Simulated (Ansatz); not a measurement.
MgTe: band structure with BLYP

The system is MgTe.

```
CELL_PARAMETERS angstrom
0.00000 3.23200 3.23200
3.23200 0.00000 3.23200
3.23200 3.23200 0.00000
ATOMIC_POSITIONS crystal
Te 0.25000 0.25000 0.25000
Mg 0.00000 0.00000 0.00000
```

The cell comes from a database or a generator and needn't be the stable form of this composition.

```
Program                             : Ansatz 0.2.0
Task                                : band structure
Functional                          : BLYP
Potentials or basis                 : Ansatz PAW
Cutoff                              : 420 eV (not typed: the program's choice for these potentials)
k mesh                              : 7 × 7 × 7
Occupations                         : fermi-dirac, width 0.05 eV
Spin                                : no spin polarisation
Path                                : [["G", "X", "W", "K", "G", "L", "U", "W", "L", "K"], ["U", "X"]]
Points for each segment of the path : 14
```

```
Pressure                : 2.0 GPa
Band gap on the k mesh  : 2.50 eV, direct
Band gap along the path : 2.50 eV, direct
```

Levels at the corners of the path, in eV from the valence-band top:
```csv
point,band 10,band 11,band 12,band 13,band 14,band 15,band 16,band 17
Γ,-10.21,0.00,0.00,0.00,2.50,5.55,5.55,5.55
X,-9.44,-2.99,-1.14,-1.14,3.07,3.62,9.69,9.69
W,-9.44,-2.65,-1.81,-1.39,4.77,5.62,6.30,6.55
K,-9.46,-2.76,-1.87,-0.92,3.62,5.31,7.99,8.03
Γ,-10.21,0.00,0.00,0.00,2.50,5.55,5.55,5.55
L,-9.64,-3.14,-0.41,-0.41,3.28,5.65,5.65,7.61
U,-9.46,-2.76,-1.87,-0.92,3.62,5.31,7.99,8.03
W,-9.44,-2.65,-1.81,-1.39,4.77,5.62,6.30,6.55
L,-9.64,-3.14,-0.41,-0.41,3.28,5.65,5.65,7.61
K,-9.46,-2.76,-1.87,-0.92,3.62,5.31,7.99,8.03
U,-9.46,-2.76,-1.87,-0.92,3.62,5.31,7.99,8.03
X,-9.44,-2.99,-1.14,-1.14,3.07,3.62,9.69,9.69
```

Run time: 4.9 s on 2 threads of Arm Neoverse V2, with other jobs on the host, peak memory 0.36 GiB.

Caveat: spin-orbit coupling is left out, which moves the levels of the heavy elements; the PAW data sets come from PBE, with cores solved anew for the run's functional, which leaves a small shift of forces and pressure. Expect the measured gap to be larger: semilocal functionals such as BLYP lack the derivative discontinuity.
